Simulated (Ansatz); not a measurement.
## Si₃N₄ — field gradients at the nuclei

The cell is a structure deposited in the COD, ions relaxed with PBE at fixed cell.

```cif
data_Si3N4
_symmetry_space_group_name_H-M 'I-43d'
_symmetry_Int_Tables_number 220
_cell_length_a 6.4747
_cell_length_b 6.4747
_cell_length_c 6.4747
_cell_angle_alpha 90.000
_cell_angle_beta 90.000
_cell_angle_gamma 90.000
loop_
_atom_site_label
_atom_site_type_symbol
_atom_site_symmetry_multiplicity
_atom_site_Wyckoff_symbol
_atom_site_fract_x
_atom_site_fract_y
_atom_site_fract_z
Si Si 12 b 0.3750 0.5000 0.7500
N N 16 c 0.2814 0.2814 0.2814
```

One atom of each set is listed; the run and its k-mesh use a cell of 14 atoms with edges of 5.61, 5.61, 5.61 Å.

All values are calculated (Ansatz; DFT, r2SCAN, plane waves and PAW, scalar-relativistic, 500 eV cutoff, Γ-centred 6×6×6 k-points, Fermi–Dirac smearing 0.02 eV), not measured.

V_zz is the principal component of the electric field gradient with the largest magnitude, η = (V_xx − V_yy)/V_zz and C_Q = eQV_zz/h.

¹⁴N: I = 1, Q = 20.44 mb. Quadrupole moments are those of Pyykkö's year-2017 table.

```tsv
site	atoms	first shell	V_xx, V_yy, V_zz (10²¹ V/m²)	η	C_Q (MHz)
Si	6	4 N at 1.75 Å	0.051, 0.051, -0.10	0.00	–
N	8	3 Si at 1.75 Å	2.96, 2.96, -5.92	0.00	-2.93
```

An axis of threefold or higher order runs through Si and N, so V_zz lies along it and η is zero.

Si has no stable isotope with a ground-state quadrupole moment in the table, so no C_Q is given.

Hardware: 1 thread of Arm Neoverse V1 (aarch64; 8 cores open to the job, memory cap 2.5 GiB, no GPU), a shared host with a load of 0.8 a core. Wall time 29 s, CPU time 29 s, peak memory 0.72 GiB.
